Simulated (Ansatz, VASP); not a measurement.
## HgSe2 in VASP and in Ansatz

```
Hg Se
1.0
     4.68599    0.00000    0.00000
    -2.34300    4.05819    0.00000
     0.00000    0.00000    3.99985
Hg Se
1 2
Direct
  0.00000 0.00000 0.00000
  0.33333 0.66667 0.50000
  0.66667 0.33333 0.50000
```

Alike in both runs: functional PBE; k mesh 12 × 12 × 12; occupations gaussian, width 0.1 eV; no spin polarisation.

Ansatz relaxed the structure, and its values are those at the end. VASP's run is a single point on that final structure, the one shown.

|  | VASP | Ansatz |
| --- | --- | --- |
| version | VASP 6.6.1 | Ansatz 0.2.0 |
| potentials or method | VASP PAW PBE potentials, release 64 (Hg, Se) | scalar-relativistic, plane waves, PAW |
| plane-wave cutoff (eV) | 520 | 420 |
| valence electrons in the cell | 24 | 52 |

Ansatz gave:

```
gap on the k mesh at the Fermi level (eV) : none
pressure (GPa)                            : 0.0
```

Q: What did VASP give for the same quantities?

A: gap on the k mesh at the Fermi level (eV): none; pressure (GPa): 0.1.

A gap of «none» marks a metal or a gap that the smearing closes. With one functional, cell and mesh, what is left measures potentials, basis and numerics. The two sets of potentials don't hold the same shells in valence.

Spin-orbit coupling is left out, which matters for the levels of Hg.
